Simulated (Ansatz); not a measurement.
# Electric field gradients in C

These are results of DFT PBE+D3(BJ), scalar-relativistic, plane waves, PAW (Ansatz), not measurements. Cutoff 420 eV, 14×14×8 k-points (Γ-centred), fixed occupations. No spin polarisation.

The cell, relaxed at this level:
```
C
1.0
     2.13467   -1.23246   -0.01097
     2.13467    1.23246   -0.01097
    -1.40190    0.00000    3.38052
C
2
Direct
  0.83337 0.83337 0.00012
  0.16663 0.16663 0.99988
```

**Question.** Give V_zz (10²¹ V/m²) and the asymmetry η at each distinct site.

**Answer.**
| atom | V_zz | η |
| --- | --- | --- |
| C (atom 1) | 2.31 | 0.00 |